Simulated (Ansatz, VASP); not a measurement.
**ZrS in VASP and in Ansatz**

The input INCAR:

```
ALGO = Normal
EDIFF = 1E-7
ENCUT = 520
ISIF = 2
ISMEAR = -1
LASPH = T
LCHARG = T
LELF = T
LREAL = F
LVHAR = T
LWAVE = F
NBANDS = 16
NELM = 60
PREC = Accurate
SIGMA = 0.02
```

File KPOINTS:

```
k-points
0
Gamma
  10 10 10
```

POSCAR

```
ZrS
1.0
    0.0000000000      2.5669835042      2.5669835042
    2.5669835042      0.0000000000      2.5669835042
    2.5669835042      2.5669835042      0.0000000000
Zr S
1 1
Direct
    0.0000000000      0.0000000000      0.0000000000
    0.5000000000      0.5000000000      0.5000000000
```

Input for Ansatz:

```yaml
crystal:
  lattice:
    - [0.0, 2.5669835042, 2.5669835042]
    - [2.5669835042, 0.0, 2.5669835042]
    - [2.5669835042, 2.5669835042, 0.0]
  atoms:
    - { symbol: Zr, position: [0.0, 0.0, 0.0] }
    - { symbol: S, position: [0.5, 0.5, 0.5] }
kpoints:
  mp_grid: { grid: [10, 10, 10] }
  band_path:
    path:
      - [0.0, 0.0, 0.0]
      - [0.5, 0.0, 0.5]
      - [0.625, 0.25, 0.625]
      - [0.375, 0.375, 0.75]
      - [0.0, 0.0, 0.0]
      - [0.5, 0.5, 0.5]
      - [0.5, 0.25, 0.75]
      - [0.5, 0.0, 0.5]
    npoints: 14
scf:
  occupations: { method: fermi_dirac, width: 0.02 }
hamiltonian:
  xc: lda
  pseudopotentials: { kind: all_electron, lapw: { basis_error: 0.0005 } }
output:
  forces: true
  stress: true
  eigenvalues: true
  populations: true
  dos: { projected: true, de: 0.2, e_range: [-14, 8] }
```

The cell comes from a database or a generator and needn't be the stable form of this composition.

Alike in both runs: task single point; functional LDA; k mesh 10 × 10 × 10; occupations fermi-dirac, width 0.02 eV; no spin polarisation.

|  | VASP | Ansatz |
| --- | --- | --- |
| version | VASP 6.6.1 | Ansatz 0.2.0 |
| potentials or method | VASP PAW LDA potentials, release 64 (Zr_sv, S) | all-electron LAPW, scalar-relativistic |
| plane-wave cutoff (eV) | 520 | see its input |

VASP gave:

* pressure (GPa): 0.3

**Question.** Estimate Ansatz's values.

**Answer.** Pressure (GPa): 0.0.

Ansatz ran all-electron here, so the differences hold the error of VASP's frozen core and of both bases.
